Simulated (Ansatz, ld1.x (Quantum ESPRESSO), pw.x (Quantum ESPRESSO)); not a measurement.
# From atom to crystal: TM potential for Mn (Z = 25)

* Element: Mn
* Generator: ld1.x (Quantum ESPRESSO) 7.5
* Type: norm-conserving Troullier–Martins (Kleinman–Bylander form)
* Functional: LDA (PW92)
* Relativity: scalar-relativistic
* Frozen core: [Ar]
* Valence charge: 7
* Reference configuration: 3d5 4s2 4p0
* Partial waves: 4s (bound): rc 2.70 bohr; 4p (bound, empty): rc 3.12 bohr; 3d (bound): rc 2.12 bohr
* Local potential: all-electron potential smoothed inside 2.22 bohr (lloc = -1)
* Core correction: a·sin(br)/r model core, default radius (core density twice the valence density)

Atomic tests: cutoffs needed: 60 Ry and 100 Ry (the cutoffs (Ry, on a coarse ladder) from which the occupation-weighted sum of valence levels, in a spherical-Bessel basis at the reference potential, stays within 10 and 1 mRy of its value at 400 Ry); ghost test: no extra level below or beside the all-electron valence levels (s, p, d, f tested) (spherical-Bessel basis up to 400 Ry, 20 bohr box); largest excitation error: -236 meV (all-electron minus pseudo) for 3d4 4s0 4p0, out of 7 test configurations.

Crystal test: bcc Mn in pw.x 7.5, no spin, 17³ k-points, Fermi–Dirac smearing 0.01 Ry, cutoffs 120/480 Ry. The reference is all-electron LAPW (Ansatz 0.2.0) with the same functional, mesh and smearing; V0 and B0 come from Birch–Murnaghan fits to the pressures at five volumes. Errors are pseudo minus all-electron; Δ is the rms difference of the E(V) curves that follow from these fits, minima aligned, over ±6 % about the mean V0. Mesh and smearing are coarse, so the numbers serve the comparison and aren't converged zero-temperature values; the lattice is a test structure that the element need not adopt. Spin polarisation and strong correlation are left out, which matters for this element.

All-electron: a0 = 2.727 Å (V0 = 10.14 Å³/atom), B0 = 324.0 GPa.

Q: How far does the potential miss the all-electron equation of state?

A: mean pressure error (GPa): +2.61; a0 (Å): 2.735; a0 error (%): +0.27; B0 error (%): -1.1; Δ (meV/atom): 5.7. The largest radius (3.12 bohr) exceeds half the bond length (2.23 bohr), so the spheres overlap, which is one possible source of error among others.

```tsv
V (Å³/atom)	P all-electron (GPa)	P pseudo (GPa)
9.631	18.89	21.88
9.885	8.92	11.72
10.138	0.21	2.83
10.391	-7.39	-4.97
10.645	-14.02	-11.79
```

Q: At the middle volume, how do free energy and pressure move when the wave cutoff is lowered (ecutrho kept at four times it)?

A:

```tsv
cutoff (Ry)	shift of F (meV/atom)	shift of P (GPa)
54	+309.6	-39.07
72	+17.7	+0.04
96	+9.6	-0.45
```

The run at the middle volume (165 k-points, 6 iterations) took about 14 s on one core of a shared host (Neoverse-V2, 192 threads, 742 GiB, load 26).
